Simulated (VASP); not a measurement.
The system is BN.

```xyz
2
Lattice="0.0000 1.7458 1.7458 1.7458 0.0000 1.7458 1.7458 1.7458 0.0000" Properties=species:S:1:pos:R:3 pbc="T T T"
B     0.0000    0.0000    0.0000
N     1.7458    1.7458    1.7458
```

The cell was built by a generator and needn't be a form met in nature.

Program: VASP 6.6.1. Alike in all runs: task single point; no spin polarisation; cell as given; cutoff (eV) 520; smearing gaussian 0.01 eV.

Q: Order these runs on this cell by their band gap on the k mesh, lowest first.
A. level HSE06; potentials or basis VASP PAW PBE potentials, release 64 (B, N); k mesh 6 × 6 × 6; exchange at q = 0 truncated; grid for exact exchange (PRECFOCK) Normal; screening parameter 0.2079 1/A; mesh quality coarse
B. level PBE; potentials or basis VASP PAW PBE potentials, release 64 (B, N); k mesh 8 × 8 × 8; mesh quality not flagged
C. level LDA; potentials or basis VASP PAW LDA potentials, release 64 (B, N); k mesh 8 × 8 × 8; mesh quality not flagged

A: B (1.33 eV), C (1.49 eV), A (2.17 eV).

Caveats: some runs use coarse meshes.

A k mesh can miss the band edges.
